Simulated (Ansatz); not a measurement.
Si on a Hf site in HfO$_{2}$

Level of theory: DFT PBEsol, scalar-relativistic, plane waves, PAW (Ansatz). Settings: 420 eV cutoff, 2×2×2 k-mesh, Gaussian smearing of 0.01 eV, collinear spin in charge +1, -1 alone.

Host crystal, relaxed:

```
CELL_PARAMETERS angstrom
4.83012 0.00000 0.00000
0.00000 4.83012 0.00000
0.00000 0.00000 3.20972
ATOMIC_POSITIONS crystal
Hf 0.00000 0.00000 0.00000
Hf 0.50000 0.50000 0.50000
O 0.19497 0.80503 0.50000
O 0.30503 0.30503 0.00000
O 0.69497 0.69497 0.00000
O 0.80503 0.19497 0.50000
```

Supercell of 24 atoms, rows in host cell vectors: -1 1 0; -1 -1 0; 1 0 2. Atoms relax at the host's cell from a start displaced at random by 0.05 Å near the defect, so other minima may exist. The cell is small, so energies carry finite-size errors of tenths of an eV. The host's Kohn–Sham gap is 3.89 eV. Atoms are taken from and returned to the elements' standard states. Charged cells are corrected for image charges with the computed static dielectric tensor (mean 28.6) and aligned with the host's potential at far atoms (alignment terms reach 1.27 eV; the program doubts the alignment in some charges, where it is up to 1.27 eV). No band-filling term is added, and the Fermi level counts from the host's valence band top.

Spin-orbit coupling is left out, which matters for the bands and energies of heavy elements. Starting moments were lost in some runs.

Defect: Si on a Hf site at (0.000, 0.000, 0.000) of the host cell.

(1) What is the formation energy of the neutral defect?

(2) Does the neutral defect carry a moment, and how do its surroundings relax?

(3) Charges +1, 0, -1 were computed. Which is stable where in the gap?

Answers

(1) 4.03 eV.

(2) The neutral run had no spin polarisation, so a moment wasn't tested. The nearest neighbours before are 6 O at 2.08 Å; after relaxation the atoms near the site are 1 O at 1.75 Å, 4 O at 1.84 Å, 1 O at 2.36 Å; the largest move is 0.27 Å.

(3) Among the charges computed the stable one is +1 at the valence band top, changing to 0 at 0.00 eV, changing to -1 at 3.79 eV. In charge +1, -1 the cell has partly filled bands: a level of the defect may be part filled, the carrier may sit in the host's bands, or levels may cross between the k points, so transitions that involve it are doubtful. Without the alignment that the program doubts, the level (+1/0) would lie at -1.27 eV, outside the gap, so these runs don't decide whether the defect changes charge there. Levels between neighbouring charges: (+1/0) 0.00 eV, (0/-1) 3.79 eV.